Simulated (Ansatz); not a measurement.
## Br under changes of volume

One of the cells (33.988 Å³/atom); the others are scaled copies at fixed shape and fractional positions:

```
Br
1.0
     3.36325   -2.32255    0.00000
     3.36325    2.32255    0.00000
     0.00000    0.00000    8.70230
Br
4
Direct
  0.36510 0.63490 0.39010
  0.13490 0.86510 0.89010
  0.63490 0.36510 0.60990
  0.86510 0.13490 0.10990
```

- Program: Ansatz 0.2.0
- Functional: LDA
- Potentials or basis: all-electron LAPW, scalar-relativistic
- Cutoff: 319 eV (chosen from the basis error)
- Basis error allowed: 0.002 eV/atom
- k mesh: 7 × 7 × 3
- Occupations: fermi-dirac, width 0.05 eV
- Spin: no spin polarisation

```csv
volume (Å³/atom),energy over the lowest point (meV/atom),pressure (GPa),gap on the mesh (eV),largest force (eV/Å)
31.949,?,?,?,?
32.629,0.00,-0.1,1.89,1.180
33.308,1.63,-0.7,1.82,0.927
33.988,5.70,-1.2,1.76,0.694
34.668,11.95,-1.7,1.70,0.479
35.348,20.11,-2.1,1.65,0.287
36.028,29.97,-2.5,1.59,0.143
```

What does the run at 31.949 Å³/atom give?

Energy over the lowest point 1.14 meV/atom; pressure 0.6 GPa; gap on the mesh 1.95 eV; largest force 1.452 eV/Å.

Worked out: A Birch-Murnaghan fit of order 3 (a polynomial in V^(-2/3)) to the other rows has its minimum at 32.55 Å³/atom, just outside them, with B0 = V·E''(V) = 32 GPa and B' = 4.8 at fixed shape and positions, which overstates the stiffness. It gives 1.14 meV/atom at 31.949 Å³/atom, against the run's 1.14, and -dE/dV = 0.6 GPa, against 0.6. A straight line through the other rows of the gap, of slope -2.99 eV per unit of ln V, extrapolates to 1.95 eV, against the run's 1.95.

Energies are extrapolated to zero smearing.

Caveats: an odd mesh through Γ misses points on the zone boundary, where band edges often lie; forces of over 1 eV/Å show positions far from the minimum, so gaps and moduli don't describe the material at rest (some runs). Spin-orbit coupling on Br is left out.
